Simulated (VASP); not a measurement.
# Y (P6_3/mmc) in VASP: a series of runs

Runs on Y. Level: PBEsol. Tasks: relaxation of cell and atoms.

Everything below comes from runs of VASP 6.6.1. Logs are shortened: lines on timing, memory, paths and dates and some standing lists are left out, and cuts for length are marked.

## 1. The structure

It takes space group P6_3/mmc (No. 194, hexagonal). The conventional cell has a = 3.647 Å, b = 3.647 Å, c = 5.731 Å, α = 90.00°, β = 90.00°, γ = 120.00°. Around Y (site symmetry -6m2) lie 12 Y at 3.56 to 3.65 Å.

## 2. Relaxation of cell and atoms, PBEsol

INCAR reads:

```
SYSTEM = Y
ALGO = Normal
EDIFF = 1E-6
EDIFFG = -0.01
ENCUT = 600
GGA = PS
IBRION = 2
ISIF = 3
ISMEAR = 1
LASPH = .True.
LCHARG = .False.
LREAL = .False.
LWAVE = .False.
NELM = 80
NSW = 90
PREC = Accurate
SIGMA = 0.1
```

KPOINTS reads:

```
k-points
0
Gamma
  12 12 7
  0 0 0
```

POSCAR reads:

```
Y
1.0
    3.6474000000      0.0000000000      0.0000000000
   -1.8237000000      3.1587410578      0.0000000000
    0.0000000000      0.0000000000      5.7306000000
Y
2
Direct
    0.3333333333      0.6666666667      0.2500000000
    0.6666666667      0.3333333333      0.7500000000
```

Potentials or basis: VASP PAW PBE potentials, release 64 (Y_sv).

The run is started by

```bash
$ cat potpaw_PBE.64/Y_sv/POTCAR > POTCAR
$ mpirun -np 1 vasp_std > vasp.out
```

OUTCAR:

```text
SYSTEM = Y
   EDIFF = 1E-6
   EDIFFG = -0.01
   ENCUT = 600
   GGA = PS
   IBRION = 2
   ISIF = 3
   ISMEAR = 1
   LASPH = .True.
   LREAL = .False.
   NELM = 80
   NSW = 90
   PREC = Accurate

 ion  position               nearest neighbor table
   1  0.333  0.667  0.250-   2 3.56   2 3.56   2 3.56   2 3.56   2 3.56   2 3.56
   2  0.667  0.333  0.750-   1 3.56   1 3.56   1 3.56   1 3.56   1 3.56   1 3.56

  LATTYP: Found a hexagonal cell.
 ALAT       =     3.6474000000
 C/A-ratio  =     1.5711465702

  Lattice vectors:

 A1 = (   3.6474000000,   0.0000000000,   0.0000000000)
 A2 = (  -1.8237000000,   3.1587410578,   0.0000000000)
 A3 = (   0.0000000000,   0.0000000000,   5.7306000000)

Analysis of symmetry for initial positions (statically):
=====================================================================
 Subroutine PRICEL returns:
 Original cell was already a primitive cell.

 Routine SETGRP: Setting up the symmetry group for a
 hexagonal supercell.

 Subroutine GETGRP returns: Found 24 space group operations
 (whereof 12 operations were pure point group operations)
 out of a pool of 24 trial point group operations.

The static configuration has the point symmetry D_3d.
 The point group associated with its full space group is D_6h.

Analysis of symmetry for dynamics (positions and initial velocities):
=====================================================================
 Subroutine PRICEL returns:
 Original cell was already a primitive cell.

 Routine SETGRP: Setting up the symmetry group for a
 hexagonal supercell.

 Subroutine GETGRP returns: Found 24 space group operations
 (whereof 12 operations were pure point group operations)
 out of a pool of 24 trial point group operations.

The dynamic configuration has the point symmetry D_3d.
 The point group associated with its full space group is D_6h.

 Subroutine INISYM returns: Found 24 space group operations
 (whereof 12 operations are pure point group operations),
 and found     1 'primitive' translations

----------------------------------------------------------------------------------------

                                     Primitive cell

  volume of cell :      66.0233

  direct lattice vectors                    reciprocal lattice vectors
     3.647400000  0.000000000  0.000000000     0.274167900  0.158290911  0.000000000
    -1.823700000  3.158741058  0.000000000     0.000000000  0.316581822  0.000000000
     0.000000000  0.000000000  5.730600000     0.000000000  0.000000000  0.174501797

  length of vectors
     3.647400000  3.647400000  5.730600000     0.316581822  0.316581822  0.174501797

  position of ions in fractional coordinates (direct lattice)
     0.333333333  0.666666667  0.250000000
     0.666666667  0.333333333  0.750000000

  ion indices of the primitive-cell ions
   primitive index   ion index
                 1           1
                 2           2

----------------------------------------------------------------------------------------

 KPOINTS: k-points

Automatic generation of k-mesh.
 Grid dimensions read from file:
 generate k-points for:   12   12    7

 Generating k-lattice:

  Cartesian coordinates                     Fractional coordinates (reciprocal lattice)
     0.022847325  0.013190909  0.000000000     0.083333333  0.000000000  0.000000000
     0.000000000  0.026381819  0.000000000     0.000000000  0.083333333  0.000000000
     0.000000000  0.000000000  0.024928828     0.000000000  0.000000000  0.142857143

  Length of vectors
     0.026381819  0.026381819  0.024928828

  Shift w.r.t. Gamma in fractional coordinates (k-lattice)
     0.000000000  0.000000000  0.000000000

 Subroutine IBZKPT returns following result:
 ===========================================

 Found     76 irreducible k-points:

 Following reciprocal coordinates:
            Coordinates               Weight
  0.000000  0.000000  0.000000      1.000000
  0.083333  0.000000  0.000000      6.000000
  0.166667  0.000000  0.000000      6.000000
  0.250000  0.000000  0.000000      6.000000
  0.333333  0.000000  0.000000      6.000000
  0.416667  0.000000  0.000000      6.000000
[... 16 lines left out ...]
  0.250000  0.000000  0.142857     12.000000
  0.333333  0.000000  0.142857     12.000000
 [... further k-points ...]
   k-points           NKPTS =     76   k-points in BZ     NKDIM =     76   number of bands    NBANDS=     15
   number of dos      NEDOS =    301   number of ions     NIONS =      2
   total plane-waves  NPLWV =  43200
   dimension x,y,z NGX =    30 NGY =   30 NGZ =   48
   dimension x,y,z NGXF=    60 NGYF=   60 NGZF=   96
   ions per type =               2
   NGX,Y,Z   is equivalent  to a cutoff of  13.67, 13.67, 13.92 a.u.
   NGXF,Y,Z  is equivalent  to a cutoff of  27.35, 27.35, 27.85 a.u.
 SYSTEM =  Y
   PREC   = accura    normal or accurate (medium, high low for compatibility)
   ISTART =      0    job   : 0-new  1-cont  2-samecut
[... 59 lines left out ...]

------------------------ aborting loop because EDIFF is reached ----------------------------------------

  FORCE on cell =-STRESS in cart. coord.  units (eV):
  Direction    XX          YY          ZZ          XY          YZ          ZX
  --------------------------------------------------------------------------------------
  -------------------------------------------------------------------------------------
  Total       -0.7857135     -0.7857135     -1.0581906     -0.0000000      0.0000000      0.0000000
  in kB      -19.0667756    -19.0667756    -25.6789330     -0.0000000      0.0000000      0.0000000
  external PRESSURE =     -21.2708281 kB  Pullay stress =       0.0000000 kB

 VOLUME and BASIS-vectors are now :
 -----------------------------------------------------------------------------
  energy-cutoff  :      600.00
  volume of cell :       66.02
      direct lattice vectors                 reciprocal lattice vectors
     3.647400000  0.000000000  0.000000000     0.274167900  0.158290911  0.000000000
    -1.823700000  3.158741058  0.000000000     0.000000000  0.316581822  0.000000000
     0.000000000  0.000000000  5.730600000     0.000000000  0.000000000  0.174501797
[... 181 lines left out ...]
 POSITION                                       TOTAL-FORCE (eV/Angst)
 -----------------------------------------------------------------------------------
     -0.00000      2.07694      1.39665         0.000000     -0.000000      0.000000
      1.79868      1.03847      4.18995        -0.000000      0.000000      0.000000
 -----------------------------------------------------------------------------------
    total drift:                               -0.000000      0.000000     -0.000000

  FREE ENERGIE OF THE ION-ELECTRON SYSTEM (eV)
  ---------------------------------------------------
  free  energy   TOTEN  =       -13.6339754357 eV

  energy  without entropy=      -13.6307972248  energy(sigma->0) =      -13.63291603

--------------------------------------- Ionic step        7  -------------------------------------------

 number of electron      21.9999999 magnetization

 Free energy of the ion-electron system (eV)
  ---------------------------------------------------
  ext. energy  EPLUGINS =         0.00000000
  ---------------------------------------------------
  free energy    TOTEN  =       -13.63402479 eV

  energy without entropy =      -13.63100769  energy(sigma->0) =      -13.63301909

 E-fermi :   3.1177     XC(G=0):  -9.7243

 val. band max:        3.1171307829   @ k =   0.1667   0.0833   0.1429
 cond. band min:       3.1229948397   @ k =   0.3333   0.1667   0.4286
 fundamental gap:      0.0058640568
 Fermi energy:         3.1176835219

 k-point     1 :       0.0000    0.0000    0.0000
  band No.  band energies     occupation
      1     -39.3636      2.00000
      2     -39.2694      2.00000
      3     -19.7296      2.00000
      4     -19.1684      2.00000
      5     -19.1684      2.00000
      6     -19.0592      2.00000
      7     -19.0592      2.00000
      8     -19.0115      2.00000
      9      -1.6571      2.00000
     10       1.1830      2.00000
     11       4.2305     -0.00000
     12       4.8843     -0.00000
     13       4.8843     -0.00000
     14       5.2782      0.00000
     15       5.5439      0.00000
[... 397 lines left out ...]
 k-point    24 :       0.3333    0.0000    0.1429
  band No.  band energies     occupation
      1     -39.3092      2.00000
      2     -39.2604      2.00000
      3     -19.5787      2.00000
      4     -19.4431      2.00000
      5     -19.3929      2.00000
      6     -19.2649      2.00000
      7     -19.1190      2.00000
      8     -19.1137      2.00000
      9       0.4445      2.00000
     10       2.1663      2.00000
     11       2.6053      2.00000
     12       3.2915     -0.03385
     13       4.5374     -0.00000
     14       4.9126     -0.00000
     15       4.9569     -0.00000

 [... further k-points ...]

------------------------ aborting loop because EDIFF is reached ----------------------------------------

  FORCE on cell =-STRESS in cart. coord.  units (eV):
  Direction    XX          YY          ZZ          XY          YZ          ZX
  --------------------------------------------------------------------------------------
  -------------------------------------------------------------------------------------
  Total       -0.0097497     -0.0097497     -0.0015053      0.0000000      0.0000000      0.0000000
  in kB       -0.2495706     -0.2495706     -0.0385311      0.0000000      0.0000000      0.0000000
  external PRESSURE =      -0.1792241 kB  Pullay stress =       0.0000000 kB

 VOLUME and BASIS-vectors are now :
 -----------------------------------------------------------------------------
  energy-cutoff  :      600.00
  volume of cell :       62.59
      direct lattice vectors                 reciprocal lattice vectors
     3.594400087 -0.000000000  0.000000000     0.278210543  0.160624932  0.000000000
    -1.797200043  3.112841787 -0.000000000     0.000000000  0.321249864  0.000000000
    -0.000000000 -0.000000000  5.594054176    -0.000000000  0.000000000  0.178761229

 POSITION                                       TOTAL-FORCE (eV/Angst)
 -----------------------------------------------------------------------------------
     -0.00000      2.07523      1.39851        -0.000000      0.000000      0.000000
      1.79720      1.03761      4.19554         0.000000     -0.000000      0.000000
 -----------------------------------------------------------------------------------
    total drift:                               -0.000000      0.000000     -0.000000

  FREE ENERGIE OF THE ION-ELECTRON SYSTEM (eV)
  ---------------------------------------------------
  free  energy   TOTEN  =       -13.6340247911 eV

  energy  without entropy=      -13.6310076885  energy(sigma->0) =      -13.63301909

 reached required accuracy - stopping structural energy minimisation
```

Run time: 3.5 min. Hardware: 1 thread of AMD EPYC 9R45 (Zen 5), shared host; peak memory 0.24 GiB.

What came out:

```
Free energy                            : -13.6340 eV
Relaxed volume                         : 31.30 Å³/atom
Relaxed cell                           : a = 3.594 Å, b = 3.594 Å, c = 5.594 Å, α = 90.00°, β = 90.00°, γ = 120.00°
Space group after relaxing (to 0.05 Å) : P6_3/mmc (No. 194)
Energy gained by relaxing              : 12.3 meV/atom
Ionic steps                            : 7
Pressure after relaxing                : 0.0 GPa
Band gap on the k mesh                 : none (metal or under the smearing width)
```

Step by step:
```
step  energy change (eV)  largest force (eV/Å)  pressure (GPa)  volume (Å³)
   1              0.0000                0.0000           -2.13        66.02
   2             -0.0237                0.0000            0.38        61.92
   3             -0.0245                0.0000            0.04        62.49
   4             -0.0245                0.0000           -0.02        62.56
   5             -0.0245                0.0000           -0.01        62.57
   6             -0.0245                0.0000           -0.03        62.61
   7             -0.0246                0.0000           -0.02        62.59
```

Final structure:
```xyz
2
Lattice="3.5944 0.0000 0.0000 -1.7972 3.1128 0.0000 0.0000 0.0000 5.5941" Properties=species:S:1:pos:R:3 pbc="T T T"
Y     0.0000    2.0752    1.3985
Y     1.7972    1.0376    4.1955
```

Levels at points of the mesh, in eV from the Fermi level:
| k point | band 9 | band 10 | band 11 | band 12 | band 13 | band 14 |
| --- | --- | --- | --- | --- | --- | --- |
| (0.00, 0.00, 0.00) | -4.77 | -1.93 | 1.11 | 1.77 | 1.77 | 2.16 |
| (0.50, 0.00, 0.00) | -1.71 | -1.28 | -0.88 | -0.04 | 1.45 | 1.51 |

Caveat: the PAW data sets were made with another functional, which shifts forces and pressure a little.

## 3. Relaxation of cell and atoms, PBEsol

This run uses another cell than the first one, of 31.30 Å³/atom, 0.948 times its volume.

INCAR: that of step 2 with these lines changed.

```diff
@@ -2,4 +2,4 @@
 ALGO = Normal
-EDIFF = 1E-6
-EDIFFG = -0.01
+EDIFF = 1E-7
+EDIFFG = -0.005
 ENCUT = 600
```

KPOINTS is that of step 2.

POSCAR reads:

```
Y                                       
1.0
    3.5944000870     -0.0000000000      0.0000000000
   -1.7972000435      3.1128417867     -0.0000000000
   -0.0000000000     -0.0000000000      5.5940541757
  Y             
     2
Direct
     0.3333333332999970    0.6666666667000030    0.2500000000000000
     0.6666666667000030    0.3333333332999970    0.7500000000000000
```

Potentials or basis: VASP PAW PBE potentials, release 64 (Y_sv).

The run is started by

```bash
$ cat potpaw_PBE.64/Y_sv/POTCAR > POTCAR
$ mpirun -np 1 vasp_std > vasp.out
```

Wall time 92 s (1 thread of AMD EPYC 9R45 (Zen 5), shared host); peak memory 0.24 GiB.

Results (log left out):

| Property | Result |
| --- | --- |
| Free energy | -13.6338 eV |
| Relaxed volume | 31.28 Å³/atom |
| Relaxed cell | a = 3.594 Å, b = 3.594 Å, c = 5.594 Å, α = 90.00°, β = 90.00°, γ = 120.00° |
| Space group after relaxing (to 0.05 Å) | P6_3/mmc (No. 194) |
| Energy gained by relaxing | 0.0 meV/atom |
| Ionic steps | 3 |
| Pressure after relaxing | 0.0 GPa |
| Band gap on the k mesh | none (metal or under the smearing width) |

Final structure:
```yaml
crystal:
  lattice:
    - [3.59364, 0.00000, 0.00000]
    - [-1.79682, 3.11219, 0.00000]
    - [0.00000, 0.00000, 5.59387]
  atoms:
    - { symbol: Y, position: [0.33333, 0.66667, 0.25000] }
    - { symbol: Y, position: [0.66667, 0.33333, 0.75000] }
```

Levels at points of the mesh, in eV from the Fermi level:
```csv
k point,band 8,band 9,band 10,band 11,band 12,band 13,band 14,band 15
"(0.00, 0.00, 0.00)",-22.13,-4.78,-1.94,1.11,1.77,1.77,2.16,2.43
"(0.50, 0.00, 0.00)",-22.24,-1.71,-1.28,-0.88,-0.04,1.45,1.51,2.19
```

Caveat: the PAW data sets were made with another functional, which shifts forces and pressure a little.

## 4. Relaxation of cell and atoms, PBEsol

INCAR reads:

```
SYSTEM = Y
PREC = Accurate ; ENCUT = 600
EDIFF = 1E-6 ; ISMEAR = 1
SIGMA = 0.1 ; LREAL = .FALSE.
LASPH = .TRUE. ; NELM = 80
ALGO = Normal ; ISIF = 3
LWAVE = .FALSE. ; LCHARG = .FALSE.
GGA = PS ; IBRION = 2
NSW = 90 ; EDIFFG = -0.01
KPAR = 2
```

KPOINTS reads:

```
Automatic mesh
0
G
  12 12 7
  0 0 0
```

POSCAR reads:

```
Y
1.0
    3.6474000000      0.0000000000      0.0000000000
   -1.8237000000      3.1587410578      0.0000000000
    0.0000000000      0.0000000000      5.7306000000
Y
2
Direct
    0.3333333333      0.6666666667      0.2500000000
    0.6666666667      0.3333333333      0.7500000000
```

The run is started by

```bash
$ cat potpaw_PBE.64/Y_sv/POTCAR > POTCAR
$ mpirun -np 2 vasp_std > vasp.out
```

It took 4.1 min on 2 MPI ranks of Intel Xeon Platinum 8488C (Sapphire Rapids), shared host; peak memory 0.26 GiB.

The run converged. Its results:

* Free energy: -13.6340 eV
* Relaxed volume: 31.30 Å³/atom
* Relaxed cell: a = 3.594 Å, b = 3.594 Å, c = 5.594 Å, α = 90.00°, β = 90.00°, γ = 120.00°
* Space group after relaxing (to 0.05 Å): P6_3/mmc (No. 194)
* Energy gained by relaxing: 12.3 meV/atom
* Ionic steps: 7
* Pressure after relaxing: 0.0 GPa
* Band gap on the k mesh: none (metal or under the smearing width)

The path:
| step | energy change (eV) | largest force (eV/Å) | pressure (GPa) | volume (Å³) |
| --- | --- | --- | --- | --- |
| 1 | 0.0000 | 0.0000 | -2.13 | 66.02 |
| 2 | -0.0237 | 0.0000 | 0.38 | 61.92 |
| 3 | -0.0245 | 0.0000 | 0.04 | 62.49 |
| 4 | -0.0245 | 0.0000 | -0.02 | 62.56 |
| 5 | -0.0245 | 0.0000 | -0.01 | 62.57 |
| 6 | -0.0245 | 0.0000 | -0.03 | 62.61 |
| 7 | -0.0246 | 0.0000 | -0.02 | 62.59 |

Final structure:
```
Y
1.0
     3.59440    0.00000    0.00000
    -1.79720    3.11284    0.00000
     0.00000    0.00000    5.59405
Y
2
Cartesian
  0.0000 2.0752 1.3985
  1.7972 1.0376 4.1955
```

Levels at points of the mesh, in eV from the Fermi level:
| k point | band 8 | band 9 | band 10 | band 11 | band 12 | band 13 | band 14 | band 15 |
| --- | --- | --- | --- | --- | --- | --- | --- | --- |
| (0.00, 0.00, 0.00) | -22.13 | -4.77 | -1.93 | 1.11 | 1.77 | 1.77 | 2.16 | 2.43 |
| (0.50, 0.00, 0.00) | -22.24 | -1.71 | -1.28 | -0.88 | -0.04 | 1.45 | 1.51 | 2.19 |

Caveat: the PAW data sets were made with another functional, which shifts forces and pressure a little.

## 5. Relaxation of cell and atoms, PBEsol

This run uses another cell than the first one, of 31.30 Å³/atom, 0.948 times its volume.

INCAR reads:

```
SYSTEM = Y
PREC = Accurate ; ENCUT = 600
EDIFF = 1E-7 ; ISMEAR = 1
SIGMA = 0.1 ; LREAL = .FALSE.
LASPH = .TRUE. ; NELM = 80
ALGO = Normal ; ISIF = 3
LWAVE = .FALSE. ; LCHARG = .FALSE.
GGA = PS ; IBRION = 2
NSW = 90 ; EDIFFG = -0.005
KPAR = 2
```

KPOINTS is that of step 4.

POSCAR reads:

```
Y                                       
1.0
    3.5944000908      0.0000000000     -0.0000000000
   -1.7972000454      3.1128417901     -0.0000000000
    0.0000000000      0.0000000000      5.5940541706
  Y             
     2
Direct
     0.3333333332999970    0.6666666667000030    0.2500000000000000
     0.6666666667000030    0.3333333332999970    0.7500000000000000
```

The run is started by

```bash
$ cat potpaw_PBE.64/Y_sv/POTCAR > POTCAR
$ mpirun -np 2 vasp_std > vasp.out
```

It took 1.9 min on 2 MPI ranks of Intel Xeon Platinum 8488C (Sapphire Rapids), shared host; peak memory 0.26 GiB.

The run converged. Its results:

| Item | Value |
| --- | --- |
| Free energy | -13.6338 eV |
| Relaxed volume | 31.28 Å³/atom |
| Relaxed cell | a = 3.594 Å, b = 3.594 Å, c = 5.594 Å, α = 90.00°, β = 90.00°, γ = 120.00° |
| Space group after relaxing (to 0.05 Å) | P6_3/mmc (No. 194) |
| Energy gained by relaxing | 0.0 meV/atom |
| Ionic steps | 3 |
| Pressure after relaxing | 0.0 GPa |
| Band gap on the k mesh | none (metal or under the smearing width) |

Final structure:
```
CELL_PARAMETERS angstrom
3.59364 0.00000 0.00000
-1.79682 3.11219 0.00000
0.00000 0.00000 5.59387
ATOMIC_POSITIONS crystal
Y 0.33333 0.66667 0.25000
Y 0.66667 0.33333 0.75000
```

Levels at points of the mesh, in eV from the Fermi level:
```
           k point  band 9  band 10  band 11  band 12  band 13  band 14
(0.00, 0.00, 0.00)   -4.78    -1.94     1.11     1.77     1.77     2.16
(0.50, 0.00, 0.00)   -1.71    -1.28    -0.88    -0.04     1.45     1.51
```

Caveat: the PAW data sets were made with another functional, which shifts forces and pressure a little.
